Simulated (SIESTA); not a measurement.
# MoS2: equation of state with PBEsol

MoS2, a slab with vacuum:

```
CELL_PARAMETERS angstrom
3.18413 0.00000 0.00000
-1.59206 2.75753 0.00000
0.00000 0.00000 17.33460
ATOMIC_POSITIONS crystal
Mo 0.00000 0.00000 0.00000
S 0.33333 0.66667 0.91051
S 0.33333 0.66667 0.08949
```

| Quantity | Value |
| --- | --- |
| Program | SIESTA 5.4.2 |
| Task | equation of state |
| Functional | PBEsol |
| Potentials or basis | PseudoDojo 0.4 standard (PBEsol files) |
| Basis | DZP (energy shift 0.003 Ry; two zetas on semicore shells) |
| Grid cutoff | 800 Ry |
| Energy shift | 0.003 Ry |
| k mesh | 10 × 10 × 2 |
| Occupations | fermi-dirac, width 0.05 eV |
| Spin | no spin polarisation |

| Item | Value |
| --- | --- |
| Equilibrium volume | 50.67 Å³/atom |
| Bulk modulus at fixed shape and positions | 54 GPa |
| Pressure derivative of the bulk modulus | 4.4 |

Energy against volume, from the lowest point:
```csv
volume (Å³/atom),energy (meV/atom)
47.690,32.93
48.705,13.75
49.720,3.08
50.735,0.00
51.749,3.76
52.764,13.68
53.779,29.08
```

All runs of the series together: 4.7 min on 1 thread of Intel(R) Xeon(R) 6975P-C (Granite Rapids), on a shared host.

Caveat: the cell was scaled at fixed shape and fractional positions, which overstates the stiffness of a crystal with free parameters, most of all of layers and chains; the basis of atomic orbitals isn't converged, which shifts pressures, moduli and gaps.
